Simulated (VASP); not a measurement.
# Ag (Fm-3m) in VASP: settings compared

One crystal, Ag, is run at these levels: PBEsol, r2SCAN; tasks: single point.

Everything below comes from runs of VASP 6.6.1. Logs are shortened: lines on timing, memory, paths and dates and some standing lists are left out, and cuts for length are marked.

## Step 1: The structure

It takes space group Fm-3m (No. 225, cubic). The conventional cell has a = 4.052 Å, b = 4.052 Å, c = 4.052 Å, α = 90.00°, β = 90.00°, γ = 90.00°. Ag (site symmetry m-3m) is surrounded by 12 Ag at 2.87 Å.

## Step 2: Single point, PBEsol

Input file INCAR:

```
SYSTEM = Ag
ALGO     = Normal         ! electronic algorithm
EDIFF    = 1E-6           ! SCF threshold, eV
ENCUT    = 520            ! plane-wave cutoff, eV
GGA      = PS             ! functional
ISIF     = 2              ! what is computed and relaxed
ISMEAR   = 0              ! smearing method
LASPH    = .True.         ! aspherical terms in the spheres
LCHARG   = .False.        ! write CHGCAR
LREAL    = .False.        ! projectors in reciprocal space
LWAVE    = .False.        ! write WAVECAR
NBANDS   = 12             ! bands
NELM     = 80             ! most SCF steps
PREC     = Accurate       ! precision mode
SIGMA    = 0.5            ! smearing width, eV
```

Input file KPOINTS:

```
k-points
0
Gamma
  18 18 18
  0 0 0
```

Input file POSCAR:

```
Ag
1.0
    0.0000000000      2.0261700000      2.0261700000
    2.0261700000      0.0000000000      2.0261700000
    2.0261700000      2.0261700000      0.0000000000
Ag
1
Direct
    0.0000000000      0.0000000000      0.0000000000
```

Potentials or basis: VASP PAW PBE potentials, release 64 (Ag).

Launch:

```console
$ cat potpaw_PBE.64/Ag/POTCAR > POTCAR
$ mpirun -np 1 vasp_std > vasp.out
```

OUTCAR:

```text
SYSTEM = Ag
   EDIFF = 1E-6
   ENCUT = 520
   GGA = PS
   ISIF = 2
   ISMEAR = 0
   LASPH = .True.
   LREAL = .False.
   NELM = 80
   PREC = Accurate

 ion  position               nearest neighbor table
   1  0.000  0.000  0.000-

  LATTYP: Found a face centered cubic cell.
 ALAT       =     4.0523400000

  Lattice vectors:

 A1 = (   0.0000000000,   2.0261700000,   2.0261700000)
 A2 = (   2.0261700000,   0.0000000000,   2.0261700000)
 A3 = (   2.0261700000,   2.0261700000,   0.0000000000)

Analysis of symmetry for initial positions (statically):
=====================================================================
 Subroutine PRICEL returns:
 Original cell was already a primitive cell.

 Routine SETGRP: Setting up the symmetry group for a
 face centered cubic supercell.

 Subroutine GETGRP returns: Found 48 space group operations
 (whereof 48 operations were pure point group operations)
 out of a pool of 48 trial point group operations.

The static configuration has the point symmetry O_h .

Analysis of symmetry for dynamics (positions and initial velocities):
=====================================================================
 Subroutine PRICEL returns:
 Original cell was already a primitive cell.

 Routine SETGRP: Setting up the symmetry group for a
 face centered cubic supercell.

 Subroutine GETGRP returns: Found 48 space group operations
 (whereof 48 operations were pure point group operations)
 out of a pool of 48 trial point group operations.

The dynamic configuration has the point symmetry O_h .

 Subroutine INISYM returns: Found 48 space group operations
 (whereof 48 operations are pure point group operations),
 and found     1 'primitive' translations

----------------------------------------------------------------------------------------

                                     Primitive cell

  volume of cell :      16.6363

  direct lattice vectors                    reciprocal lattice vectors
     0.000000000  2.026170000  2.026170000    -0.246771001  0.246771001  0.246771001
     2.026170000  0.000000000  2.026170000     0.246771001 -0.246771001  0.246771001
     2.026170000  2.026170000  0.000000000     0.246771001  0.246771001 -0.246771001

  length of vectors
     2.865437094  2.865437094  2.865437094     0.427419912  0.427419912  0.427419912

  position of ions in fractional coordinates (direct lattice)
     0.000000000  0.000000000  0.000000000

  ion indices of the primitive-cell ions
   primitive index   ion index
                 1           1

----------------------------------------------------------------------------------------

 KPOINTS: k-points

Automatic generation of k-mesh.
 Grid dimensions read from file:
 generate k-points for:   18   18   18

 Generating k-lattice:

  Cartesian coordinates                     Fractional coordinates (reciprocal lattice)
    -0.013709500  0.013709500  0.013709500     0.055555556  0.000000000  0.000000000
     0.013709500 -0.013709500  0.013709500     0.000000000  0.055555556  0.000000000
     0.013709500  0.013709500 -0.013709500     0.000000000  0.000000000  0.055555556

  Length of vectors
     0.023745551  0.023745551  0.023745551

  Shift w.r.t. Gamma in fractional coordinates (k-lattice)
     0.000000000  0.000000000  0.000000000

 Subroutine IBZKPT returns following result:
 ===========================================

 Found    195 irreducible k-points:

 Following reciprocal coordinates:
            Coordinates               Weight
  0.000000  0.000000  0.000000      1.000000
  0.055556  0.000000  0.000000      8.000000
  0.111111  0.000000  0.000000      8.000000
  0.166667  0.000000  0.000000      8.000000
  0.222222  0.000000  0.000000      8.000000
  0.277778  0.000000  0.000000      8.000000
[... 16 lines left out ...]
 -0.277778  0.055556  0.000000     24.000000
 -0.222222  0.055556  0.000000     24.000000
 [... further k-points ...]
   k-points           NKPTS =    195   k-points in BZ     NKDIM =    195   number of bands    NBANDS=     12
   number of dos      NEDOS =    301   number of ions     NIONS =      1
   total plane-waves  NPLWV =  13824
   dimension x,y,z NGX =    24 NGY =   24 NGZ =   24
   dimension x,y,z NGXF=    48 NGYF=   48 NGZF=   48
   ions per type =               1
   NGX,Y,Z   is equivalent  to a cutoff of  13.92, 13.92, 13.92 a.u.
   NGXF,Y,Z  is equivalent  to a cutoff of  27.85, 27.85, 27.85 a.u.
 SYSTEM =  Ag
   PREC   = accura    normal or accurate (medium, high low for compatibility)
   ISTART =      0    job   : 0-new  1-cont  2-samecut
   ICHARG =      2    charge: 1-file 2-atom 10-const
   ISPIN  =      1    spin polarized calculation?
   LNONCOLLINEAR =      F non collinear calculations
   LSORBIT =      F    spin-orbit coupling
   LASPH  =      T    aspherical Exc in radial PAW
   ENCUT  =  520.0 eV  38.22 Ry    6.18 a.u.   5.33  5.33  5.33*2*pi/ulx,y,z
   NELM   =     80;   NELMIN=  2; NELMDL= -5     # of ELM steps
   EDIFF  = 0.1E-05   stopping-criterion for ELM
   LREAL  =      F    real-space projection
   EDIFFG = 0.1E-04   stopping-criterion for IOM
   NSW    =      0    number of steps for IOM
   IBRION =     -1    ionic relax: 0-MD 1-quasi-New 2-CG
   NFREE  =      0    steps in history (QN), initial steepest desc. (CG)
   ISIF   =      2    stress and relaxation
   ISYM   =      2    0-nonsym 1-usesym 2-fastsym
   POTIM  = 0.5000    time-step for ionic-motion
   TEBEG  =    0.0;   TEEND  =   0.0 temperature during run
   PSTRESS=    0.0 pullay stress
   NELECT =      11.0000    total number of electrons
   NUPDOWN=      -1.0000    fix difference up-down
   EMIN   =  10.00;   EMAX   =-10.00  energy-range for DOS
   EFERMI =   0.00;   METHOD = LEGACY
   ISMEAR =     0;   SIGMA  =   0.50  broadening in eV -4-tet -1-fermi 0-gaus
   EFERMI_NEDOS =   21; number of points for ismear=-14 and -15
   IALGO  =     38    algorithm
   IMIX   =      4    mixing-type and parameters
     AMIX     =   0.40;   BMIX     =  1.00
     AMIX_MAG =   1.60;   BMIX_MAG =  1.00
  volume/ion in A,a.u.               =      16.64       112.27
  Fermi-wavevector in a.u.,A,eV,Ry     =   1.426220  2.695165 27.675657  2.034103
  Thomas-Fermi vector in A             =   2.546520
   LORBIT       =      0    0 simple, 1 ext, 2 COOP (PROOUT), +10 PAW based schemes
   GGA     = PS    functional components
   LHFCALC =     F    Hartree Fock is set to
   AEXX    =    0.0000 exact exchange contribution
   IVDW    =     0    specifies the selected vdW correction
   LEPSILON=     F    determine dielectric tensor
   LRPA    =     F    only Hartree local field effects (RPA)
 non-spin polarized calculation
 Gauss-broadening in eV      SIGMA  =   0.50
  energy-cutoff  :      520.00
  volume of cell :       16.64
 maximum number of plane-waves:       464
 NGX is ok and might be reduce to    24

 number of electron      11.0000001 magnetization

 Free energy of the ion-electron system (eV)
  ---------------------------------------------------
  ext. energy  EPLUGINS =         0.00000000
  ---------------------------------------------------
  free energy    TOTEN  =        -3.32604693 eV

  energy without entropy =       -3.29473885  energy(sigma->0) =       -3.31039289

 E-fermi :   8.5834     XC(G=0): -12.5598

 val. band max:        8.4839206226   @ k =   0.5000   0.1667   0.0556
 cond. band min:       8.6754359028   @ k =   0.5000   0.3333   0.1111
 fundamental gap:      0.1915152802
 Fermi energy:         8.5834280316

 k-point     1 :       0.0000    0.0000    0.0000
  band No.  band energies     occupation
      1       0.5633      2.00000
      2       3.7146      2.00000
      3       3.7146      2.00000
      4       3.7146      2.00000
      5       4.8078      2.00000
      6       4.8078      2.00000
      7      24.6143      0.00000
      8      28.3325      0.00000
      9      28.3325      0.00000
     10      28.3325      0.00000
     11      33.2151      0.00000
     12      34.5044      0.00000

 k-point     2 :       0.0556    0.0000    0.0000
  band No.  band energies     occupation
      1       0.6621      2.00000
      2       3.6904      2.00000
      3       3.7429      2.00000
      4       3.7429      2.00000
      5       4.7966      2.00000
      6       4.7966      2.00000
      7      24.6459      0.00000
      8      27.4923      0.00000
      9      28.3817      0.00000
     10      28.3817      0.00000
     11      33.3840      0.00000
     12      34.3721      0.00000

 k-point     3 :       0.1111    0.0000    0.0000
  band No.  band energies     occupation
      1       0.9478      2.00000
      2       3.6331      2.00000
      3       3.8166      2.00000
      4       3.8166      2.00000
      5       4.7743      2.00000
      6       4.7743      2.00000
      7      24.4610      0.00000
      8      26.0460      0.00000
      9      28.5053      0.00000
     10      28.5053      0.00000
     11      32.5338      0.00000
     12      33.9271      0.00000
[... 286 lines left out ...]
 k-point    23 :      -0.2778    0.0556    0.0000
  band No.  band energies     occupation
      1       2.2010      2.00000
      2       3.8510      2.00000
      3       3.9182      2.00000
      4       4.3048      2.00000
      5       4.9544      2.00000
      6       5.4564      2.00000
      7      18.1362      0.00000
      8      24.5921      0.00000
      9      26.8770      0.00000
     10      29.3829      0.00000
     11      31.0609      0.00000
     12      31.3135      0.00000

 k-point    24 :      -0.2222    0.0556    0.0000
  band No.  band energies     occupation
      1       2.0262      2.00000
      2       3.6980      2.00000
      3       3.9718      2.00000
      4       3.9813      2.00000
      5       4.7539      2.00000
      6       5.1338      2.00000
      7      20.2954      0.00000
      8      24.9146      0.00000
      9      27.4221      0.00000
     10      30.0725      0.00000
     11      30.5365      0.00000
     12      31.5873      0.00000

 [... further k-points ...]

------------------------ aborting loop because EDIFF is reached ----------------------------------------

  FORCE on cell =-STRESS in cart. coord.  units (eV):
  Direction    XX          YY          ZZ          XY          YZ          ZX
  --------------------------------------------------------------------------------------
  -------------------------------------------------------------------------------------
  Total       -0.0002510     -0.0002510     -0.0002510     -0.0000000     -0.0000000      0.0000000
  in kB       -0.0241764     -0.0241764     -0.0241764     -0.0000000     -0.0000000      0.0000000
  external PRESSURE =      -0.0241764 kB  Pullay stress =       0.0000000 kB

 VOLUME and BASIS-vectors are now :
 -----------------------------------------------------------------------------
  energy-cutoff  :      520.00
  volume of cell :       16.64
      direct lattice vectors                 reciprocal lattice vectors
     0.000000000  2.026170000  2.026170000    -0.246771001  0.246771001  0.246771001
     2.026170000  0.000000000  2.026170000     0.246771001 -0.246771001  0.246771001
     2.026170000  2.026170000  0.000000000     0.246771001  0.246771001 -0.246771001

 POSITION                                       TOTAL-FORCE (eV/Angst)
 -----------------------------------------------------------------------------------
      0.00000      0.00000      0.00000        -0.000000     -0.000000     -0.000000
 -----------------------------------------------------------------------------------
    total drift:                                0.000000      0.000000     -0.000000

  FREE ENERGIE OF THE ION-ELECTRON SYSTEM (eV)
  ---------------------------------------------------
  free  energy   TOTEN  =        -3.3260469280 eV

  energy  without entropy=       -3.2947388528  energy(sigma->0) =       -3.31039289
```

Run time: 9.8 s. Hardware: 1 thread of Intel Xeon 6975P-C (Granite Rapids), shared host; peak memory 0.17 GiB.

What came out:

* Free energy: -3.3260 eV
* Pressure: 0.0 GPa
* Band gap on the k mesh: none (metal or under the smearing width)

Levels at points of the mesh, in eV from the Fermi level:
```
           k point  band 2  band 3  band 4  band 5  band 6  band 7  band 8  band 9  band 10  band 11
(0.00, 0.00, 0.00)   -4.87   -4.87   -4.87   -3.78   -3.78   16.03   19.75   19.75    19.75    24.63
(0.50, 0.00, 0.00)   -4.89   -4.89   -2.94   -2.94   -0.53    3.72   15.27   18.06    18.06    23.17
(0.50, 0.50, 0.00)   -6.44   -2.97   -2.72   -2.72    1.51    6.90   10.72   10.72    17.45    17.54
```

Caveat: the PAW data sets were made with another functional, which shifts forces and pressure a little.

## Step 3: Single point, PBEsol

Changes to INCAR since step 2:

```diff
@@ -3,3 +3,3 @@
 EDIFF    = 1E-6           ! SCF threshold, eV
-ENCUT    = 520            ! plane-wave cutoff, eV
+ENCUT    = 900            ! plane-wave cutoff, eV
 GGA      = PS             ! functional
@@ -14,2 +14,2 @@
 PREC     = Accurate       ! precision mode
-SIGMA    = 0.5            ! smearing width, eV
+SIGMA    = 0.1            ! smearing width, eV
```

KPOINTS is that of step 2.

POSCAR is that of step 2.

Potentials or basis: VASP PAW PBE potentials, release 64 (Ag).

Launch:

```console
$ cat potpaw_PBE.64/Ag/POTCAR > POTCAR
$ mpirun -np 1 vasp_std > vasp.out
```

Wall time 23 s (1 thread of Intel Xeon 6975P-C (Granite Rapids), shared host); peak memory 0.22 GiB.

It converged, with:

```
Free energy            : -3.3121 eV
Pressure               : 0.0 GPa
Band gap on the k mesh : none (metal or under the smearing width)
```

Levels at points of the mesh, in eV from the Fermi level:
```tsv
k point	band 3	band 4	band 5	band 6	band 7	band 8	band 9	band 10
(0.00, 0.00, 0.00)	-4.81	-4.81	-3.72	-3.72	16.08	19.80	19.80	19.80
(0.50, 0.00, 0.00)	-4.83	-2.88	-2.88	-0.48	3.77	15.32	18.11	18.11
(0.50, 0.50, 0.00)	-2.92	-2.67	-2.67	1.57	6.96	10.77	10.77	17.51
```

Caveat: the PAW data sets were made with another functional, which shifts forces and pressure a little.

## Step 4: Single point, r2SCAN

Changes to INCAR since step 3:

```diff
@@ -3,4 +3,3 @@
 EDIFF    = 1E-6           ! SCF threshold, eV
-ENCUT    = 900            ! plane-wave cutoff, eV
-GGA      = PS             ! functional
+ENCUT    = 520            ! plane-wave cutoff, eV
 ISIF     = 2              ! what is computed and relaxed
@@ -9,4 +8,6 @@
 LCHARG   = .False.        ! write CHGCAR
+LMIXTAU  = .True.       
 LREAL    = .False.        ! projectors in reciprocal space
 LWAVE    = .False.        ! write WAVECAR
+METAGGA  = R2SCAN         ! meta-GGA
 NBANDS   = 12             ! bands
```

KPOINTS is that of step 3.

POSCAR is that of step 3.

Potentials or basis: VASP PAW PBE potentials, release 64 (Ag).

Launch:

```console
$ cat potpaw_PBE.64/Ag/POTCAR > POTCAR
$ mpirun -np 1 vasp_std > vasp.out
```

OUTCAR:

```text
SYSTEM = Ag
   EDIFF = 1E-6
   ENCUT = 520
   ISIF = 2
   ISMEAR = 0
   LASPH = .True.
   LREAL = .False.
   METAGGA = R2SCAN
   NELM = 80
   PREC = Accurate

 ion  position               nearest neighbor table
   1  0.000  0.000  0.000-

  LATTYP: Found a face centered cubic cell.
 ALAT       =     4.0523400000

  Lattice vectors:

 A1 = (   0.0000000000,   2.0261700000,   2.0261700000)
 A2 = (   2.0261700000,   0.0000000000,   2.0261700000)
 A3 = (   2.0261700000,   2.0261700000,   0.0000000000)
[... 540 lines left out ...]
     12      32.7048      0.00000

 [... further k-points ...]

------------------------ aborting loop because EDIFF is reached ----------------------------------------

  FORCE on cell =-STRESS in cart. coord.  units (eV):
  Direction    XX          YY          ZZ          XY          YZ          ZX
  --------------------------------------------------------------------------------------
  -------------------------------------------------------------------------------------
  Total        0.4782175      0.4782175      0.4782175      0.0000000      0.0000000      0.0000000
  in kB       46.0551754     46.0551754     46.0551754      0.0000000      0.0000000      0.0000000
  external PRESSURE =      46.0551754 kB  Pullay stress =       0.0000000 kB

 VOLUME and BASIS-vectors are now :
 -----------------------------------------------------------------------------
  energy-cutoff  :      520.00
  volume of cell :       16.64
      direct lattice vectors                 reciprocal lattice vectors
     0.000000000  2.026170000  2.026170000    -0.246771001  0.246771001  0.246771001
     2.026170000  0.000000000  2.026170000     0.246771001 -0.246771001  0.246771001
     2.026170000  2.026170000  0.000000000     0.246771001  0.246771001 -0.246771001

 POSITION                                       TOTAL-FORCE (eV/Angst)
 -----------------------------------------------------------------------------------
      0.00000      0.00000      0.00000         0.000000      0.000000      0.000000
 -----------------------------------------------------------------------------------
    total drift:                               -0.000000     -0.000000     -0.000000

  FREE ENERGIE OF THE ION-ELECTRON SYSTEM (eV)
  ---------------------------------------------------
  free  energy   TOTEN  =       -21.3513953265 eV

  energy  without entropy=      -21.3504557237  energy(sigma->0) =      -21.35092553
```

stdout:

```text
POSCAR found type information on POSCAR Ag
 POSCAR found :  1 types and       1 ions
 scaLAPACK will be used
 -----------------------------------------------------------------------------
|                                                                             |
|                                                                             |
|     You enforced a specific xc type in the INCAR file but a different       |
|     I HOPE YOU KNOW WHAT YOU ARE DOING!                                     |
|                                                                             |
 -----------------------------------------------------------------------------

 LDA part: xc-table for (None), standard interpolation
 POSCAR, INCAR and KPOINTS ok, starting setup
 FFT: planning ... GRIDC
 FFT: planning ... GRID_SOFT
 FFT: planning ... GRID
 WAVECAR not read
 entering main loop
```

It took 51 s on 1 thread of Intel Xeon 6975P-C (Granite Rapids), shared host; peak memory 0.17 GiB.

Results:

```yaml
Free_energy: -21.3514 eV
Pressure: 4.6 GPa
Band_gap_on_the_k_mesh: none (metal or under the smearing width)
```

Levels at points of the mesh, in eV from the Fermi level:
| k point | band 3 | band 4 | band 5 | band 6 | band 7 | band 8 | band 9 | band 10 |
| --- | --- | --- | --- | --- | --- | --- | --- | --- |
| (0.00, 0.00, 0.00) | -5.20 | -5.20 | -4.11 | -4.11 | 16.75 | 20.63 | 20.63 | 20.63 |
| (0.50, 0.00, 0.00) | -5.23 | -3.25 | -3.25 | -0.37 | 3.89 | 15.99 | 18.92 | 18.92 |
| (0.50, 0.50, 0.00) | -3.29 | -3.03 | -3.03 | 1.74 | 7.21 | 11.31 | 11.31 | 18.02 |

Caveat: the PAW data sets were made with another functional, which shifts forces and pressure a little.

## Step 5: Overview

```tsv
level	cutoff (eV)	smearing	gap on the mesh (eV)	pressure (GPa)
PBEsol	520	gaussian 0.5 eV	none	0.0
PBEsol	900	gaussian 0.1 eV	none	0.0
r2SCAN	520	gaussian 0.1 eV	none	4.6
```

Alike in all rows: task single point; potentials or basis VASP PAW PBE potentials, release 64 (Ag); no spin polarisation; cell as given; k mesh 18 × 18 × 18.

Every run on the cell as given and a fine mesh finds a metal. The pressure there spans 0.0 GPa (PBEsol) to 4.6 GPa (r2SCAN); a positive pressure means that this level wants a larger cell, a negative one a smaller.

Caveats: the PAW data sets were made with another functional, which shifts forces and pressure a little.

Total energies depend on the potentials used, so only differences within one code and one set of settings carry meaning.
